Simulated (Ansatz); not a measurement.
The system is Si2Mo.

```
Mo Si
1.0
     4.58547    0.00000    0.00000
    -2.29274    3.97113    0.00000
     0.00000    0.00000    6.57976
Mo Si
3 6
Direct
  0.50000 0.50000 0.83333
  0.00000 0.50000 0.16667
  0.50000 0.00000 0.50000
  0.16387 0.32775 0.50000
  0.67225 0.83613 0.16667
  0.83613 0.16387 0.83333
  0.83613 0.67225 0.50000
  0.32775 0.16387 0.16667
  0.16387 0.83613 0.83333
```

Measurements of this composition are mostly on another form, of space group No. 139.

```yaml
Program: Ansatz 0.2.0
Task: relaxation of cell and atoms
Functional: BLYP
Potentials_or_basis: Ansatz PAW
Cutoff: "420 eV (not typed: the program's choice for these potentials)"
k_mesh: 7 × 7 × 4
Occupations: fermi-dirac, width 0.05 eV
Spin: no spin polarisation
```

At the start: volume 13.31 Å³/atom.

Problem. How do energy, volume and symmetry change on relaxing?

Solution. It ends after 6 steps and the volume is 14.19 Å³/atom (+6.6 %); space group P6_222 (No. 180, to 0.05 Å).

Step by step:
```
step  energy change (eV)  largest force (eV/Å)  volume (Å³)
   1              0.0000                0.0077       119.81
   2             -0.2836                0.0955       128.90
   3             -0.2925                0.0259       127.82
   4             -0.2929                0.0021       127.71
   5             -0.2929                0.0001       127.71
   6             -0.2960                0.0002       127.71
```

Final structure:
```
Mo Si
1.0
     4.70080    0.00000    0.00000
    -2.35040    4.07101    0.00000
     0.00000    0.00000    6.67326
Mo Si
3 6
Direct
  0.50000 0.50000 0.83333
  0.00000 0.50000 0.16667
  0.50000 0.00000 0.50000
  0.16398 0.32796 0.50000
  0.67204 0.83602 0.16667
  0.83602 0.16398 0.83333
  0.83602 0.67204 0.50000
  0.32796 0.16398 0.16667
  0.16398 0.83602 0.83333
```

Caveat: the plane-wave basis is chosen anew once the cell has moved, so the energies of steps on either side of that aren't comparable; the PAW data sets come from PBE, with cores solved anew for the run's functional, which leaves a small shift of forces and pressure.
